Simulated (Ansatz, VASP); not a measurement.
## CdS (Hawleyite) in VASP and in Ansatz

```
CELL_PARAMETERS angstrom
2.87826 2.87826 0.00000
-2.87826 2.87826 0.00000
0.00000 2.87826 2.87826
ATOMIC_POSITIONS crystal
Cd 0.00000 0.00000 0.00000
S 0.75000 0.25000 0.50000
```

Alike in both runs: task single point; functional LDA; k mesh 8 × 8 × 8; no spin polarisation.

|  | VASP | Ansatz |
| --- | --- | --- |
| version | VASP 6.6.1 | Ansatz 0.2.0 |
| potentials or method | VASP PAW LDA potentials, release 64 (Cd, S), cutoff 520 eV | all-electron LAPW, scalar-relativistic |
| occupations | gaussian, width 0.01 eV | fixed |

|  | VASP | Ansatz | Ansatz less VASP |
| --- | --- | --- | --- |
| gap on the k mesh at the Fermi level (eV) | 0.98 | 0.95 | -0.032 |
| pressure (GPa) | 0.6 | 0.0 | -0.53 |

Ansatz ran all-electron here, so the differences hold the error of VASP's frozen core and of both bases.

A hybrid or GW would open this gap; LDA tends to underestimate it.
